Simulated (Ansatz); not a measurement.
LiF (rocksalt): gap against strain (uniaxial along z, other directions held)

LiF (rocksalt), relaxed with r2SCAN in Ansatz, then strained (uniaxial along z, other directions held; changes of length per length, axes as in the cell below) with the atoms relaxed again within the symmetry that is left. Space group Fm-3m (No. 225), cubic; a = 3.990 Å in the conventional setting, 7.94 Å³ an atom. Around Li lie 6 F at 1.99 Å; around F lie 6 Li at 1.99 Å. The values are computed, spin-unpolarised, and not measurements.

```
CELL_PARAMETERS angstrom
0.00000 1.99487 1.99487
1.99487 0.00000 1.99487
1.99487 1.99487 0.00000
ATOMIC_POSITIONS crystal
Li 0.00000 0.00000 0.00000
F 0.50000 0.50000 0.50000
```

Gaps are the least over each mesh (r2SCAN 10×10×10 when unstrained) and the special points, which keep their unstrained names; stress is the change from the unstrained cell, compression positive.

| strain (%) | gap, r2SCAN (eV) | edges, r2SCAN | stress along the strain, r2SCAN (GPa) | energy rise, r2SCAN (meV/atom) |
| --- | --- | --- | --- | --- |
| 0.0 | 10.330 | Γ | 0.00 | 0.0 |
| +3.0 | 10.006 | Γ | -3.47 | 2.7 |
| +5.0 | 9.805 | Γ | -5.13 | 7.0 |

Question: Estimate the row for a strain of +1.0 %.

Answer:

| strain (%) | gap, r2SCAN (eV) | edges, r2SCAN | stress along the strain, r2SCAN (GPa) | energy rise, r2SCAN (meV/atom) |
| --- | --- | --- | --- | --- |
| +1.0 | 10.219 | Γ | -1.31 | 0.3 |
